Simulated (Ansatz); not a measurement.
# MgS (Niningerite) (Fm-3m) in Ansatz: settings compared, part 2 of 2

Ansatz 0.2.0.

**4. Relaxation of cell and atoms, LDA**

File input.yaml:

```yaml
crystal:
  lattice:
    - [0.0, 2.60165, 2.60165]
    - [2.60165, 0.0, 2.60165]
    - [2.60165, 2.60165, 0.0]
  atoms:
    - { symbol: S, position: [0.5, 0.5, 0.5] }
    - { symbol: Mg, position: [0.0, 0.0, 0.0] }
hamiltonian:
  xc: lda
  pseudopotentials: { kind: paw }
kpoints:
  mp_grid: { grid: [9, 9, 9] }
scf:
  occupations: { method: fermi_dirac, width: 0.05 }
output:
  forces: true
  stress: true
  eigenvalues: true
relax:
  f_tol: 0.01
  max_steps: 40
  cell: { stress_tol: 0.05 }
```

Command:

```bash
> ansatz run input.yaml --threads 2 --pin off --max-ram 5632MiB --backend cpu --events-out ev --progress --plain --runs-dir out
```

Wall time 1.6 s (2 threads of Intel Xeon Platinum 8488C (Sapphire Rapids), shared host); peak memory 0.36 GiB.

The run converged. Its results:

- Free energy: -2774.1788 eV
- Relaxed volume: 16.86 Å³/atom
- Relaxed cell: a = 3.626 Å, b = 3.626 Å, c = 3.626 Å, α = 60.00°, β = 60.00°, γ = 60.00°
- Space group after relaxing (to 0.05 Å): Fm-3m (No. 225)
- Energy gained by relaxing: 7.9 meV/atom
- Ionic steps: 4
- Pressure after relaxing: 0.0 GPa
- Band gap on the k mesh: 2.78 eV, indirect (least direct gap 3.83 eV)

Step by step:
```
step  energy change (eV)  largest force (eV/Å)  volume (Å³)
   1              0.0000                0.0000        35.22
   2             -0.0154                0.0000        33.96
   3             -0.0158                0.0000        33.72
   4             -0.0158                0.0000        33.72
```

Final structure:
```
S Mg
1.0
     0.00000    2.56419    2.56419
     2.56419    0.00000    2.56419
     2.56419    2.56419    0.00000
S Mg
1 1
Direct
  0.50000 0.50000 0.50000
  0.00000 0.00000 0.00000
```

Levels at points of the mesh, in eV from the valence-band top:
| k point | band 6 | band 7 | band 8 | band 9 | band 10 | band 11 |
| --- | --- | --- | --- | --- | --- | --- |
| (0.00, 0.00, 0.00) | 0.00 | 0.00 | 0.00 | 3.83 | 7.76 | 7.76 |

Caveat: odd divisions of the mesh miss points on the zone boundary, where band edges often lie, so the gap on the mesh can be too wide; the plane-wave basis is chosen anew once the cell has moved, so the energies of steps on either side of that aren't comparable; the PAW data sets come from PBE, with cores solved anew for the run's functional, which leaves a small shift of forces and pressure.

**5. Relaxation of cell and atoms, PBEsol**

Changes to input.yaml since step 4:

```diff
@@ -9,3 +9,3 @@
 hamiltonian:
-  xc: lda
+  xc: pbesol
   pseudopotentials: { kind: paw }
```

Command:

```bash
> ansatz run input.yaml --threads 2 --pin off --max-ram 5632MiB --backend cpu --events-out ev --progress --plain --runs-dir out
```

Wall time 1.8 s (2 threads of Intel Xeon Platinum 8488C (Sapphire Rapids), shared host); peak memory 0.37 GiB.

The run converged. Its results:

```
Free energy                            : -2799.9178 eV
Relaxed volume                         : 17.39 Å³/atom
Relaxed cell                           : a = 3.664 Å, b = 3.664 Å, c = 3.664 Å, α = 60.00°, β = 60.00°, γ = 60.00°
Space group after relaxing (to 0.05 Å) : Fm-3m (No. 225)
Energy gained by relaxing              : 0.6 meV/atom
Ionic steps                            : 4
Pressure after relaxing                : 0.0 GPa
Band gap on the k mesh                 : 2.86 eV, indirect (least direct gap 3.69 eV)
```

Step by step:
```tsv
step	energy change (eV)	largest force (eV/Å)	volume (Å³)
1	0.0000	0.0000	35.22
2	-0.0013	0.0000	34.86
3	-0.0013	0.0000	34.79
4	-0.0013	0.0000	34.79
```

Final structure:
```xyz
2
Lattice="0.0000 2.5910 2.5910 2.5910 0.0000 2.5910 2.5910 2.5910 0.0000" Properties=species:S:1:pos:R:3 pbc="T T T"
S     2.5910    2.5910    2.5910
Mg    0.0000    0.0000    0.0000
```

Levels at points of the mesh, in eV from the valence-band top:
| k point | band 5 | band 6 | band 7 | band 8 | band 9 | band 10 | band 11 | band 12 |
| --- | --- | --- | --- | --- | --- | --- | --- | --- |
| (0.00, 0.00, 0.00) | -12.75 | 0.00 | 0.00 | 0.00 | 3.69 | 7.81 | 7.81 | 7.81 |

Caveat: odd divisions of the mesh miss points on the zone boundary, where band edges often lie, so the gap on the mesh can be too wide; the plane-wave basis is chosen anew once the cell has moved, so the energies of steps on either side of that aren't comparable; the PAW data sets come from PBE, with cores solved anew for the run's functional, which leaves a small shift of forces and pressure.

**6. Relaxation of cell and atoms, RPBE**

Changes to input.yaml since step 5:

```diff
@@ -9,3 +9,3 @@
 hamiltonian:
-  xc: pbesol
+  xc: rpbe
   pseudopotentials: { kind: paw }
```

Potentials or basis: Ansatz PAW.

Command:

```bash
> ansatz run input.yaml --threads 2 --pin off --max-ram 5632MiB --backend cpu --events-out ev --progress --plain --runs-dir out
```

Wall time 1.9 s (2 threads of Intel Xeon Platinum 8488C (Sapphire Rapids), shared host); peak memory 0.36 GiB.

Results (log left out):

| Property | Result |
| --- | --- |
| Free energy | -2834.9786 eV |
| Relaxed volume | 18.40 Å³/atom |
| Relaxed cell | a = 3.733 Å, b = 3.733 Å, c = 3.733 Å, α = 60.00°, β = 60.00°, γ = 60.00° |
| Space group after relaxing (to 0.05 Å) | Fm-3m (No. 225) |
| Energy gained by relaxing | 8.0 meV/atom |
| Ionic steps | 4 |
| Pressure after relaxing | 0.0 GPa |
| Band gap on the k mesh | 2.98 eV, indirect (least direct gap 3.55 eV) |

The path:
```
step  energy change (eV)  largest force (eV/Å)  volume (Å³)
   1              0.0000                0.0000        35.22
   2             -0.0155                0.0000        36.53
   3             -0.0160                0.0000        36.79
   4             -0.0160                0.0000        36.79
```

Final structure:
```
S Mg
1.0
     0.00000    2.63980    2.63980
     2.63980    0.00000    2.63980
     2.63980    2.63980    0.00000
S Mg
1 1
Direct
  0.50000 0.50000 0.50000
  0.00000 0.00000 0.00000
```

Levels at points of the mesh, in eV from the valence-band top:
```tsv
k point	band 5	band 6	band 7	band 8	band 9	band 10	band 11	band 12
(0.00, 0.00, 0.00)	-12.41	0.00	0.00	0.00	3.55	8.00	8.00	8.00
```

Caveat: odd divisions of the mesh miss points on the zone boundary, where band edges often lie, so the gap on the mesh can be too wide; the plane-wave basis is chosen anew once the cell has moved, so the energies of steps on either side of that aren't comparable; the PAW data sets come from PBE, with cores solved anew for the run's functional, which leaves a small shift of forces and pressure. A k mesh can miss the band edges.

**7. Summary**

```tsv
task	level	cell	smearing	gap on the mesh (eV)	pressure (GPa)	relaxed volume (Å³/atom)
single point	PBE	as given	gaussian 0.011 eV	2.92	1.2	-
relaxation of cell and atoms	PBE	relaxed	fermi-dirac 0.05 eV	2.89	0.0	17.88
relaxation of cell and atoms	LDA	relaxed	fermi-dirac 0.05 eV	2.78	0.0	16.86
relaxation of cell and atoms	PBEsol	relaxed	fermi-dirac 0.05 eV	2.86	0.0	17.39
relaxation of cell and atoms	RPBE	relaxed	fermi-dirac 0.05 eV	2.98	0.0	18.40
```

Alike in all rows: potentials or basis Ansatz PAW; no spin polarisation; k mesh 9 × 9 × 9; cutoff (eV) 420.

Caveats: odd divisions of the mesh miss points on the zone boundary, where band edges often lie, so the gap on the mesh can be too wide; the plane-wave basis is chosen anew once the cell has moved, so the energies of steps on either side of that aren't comparable (some runs); the PAW data sets come from PBE, with cores solved anew for the run's functional, which leaves a small shift of forces and pressure (some runs).

Total energies depend on the potentials used, so only differences within one code and one set of settings carry meaning.
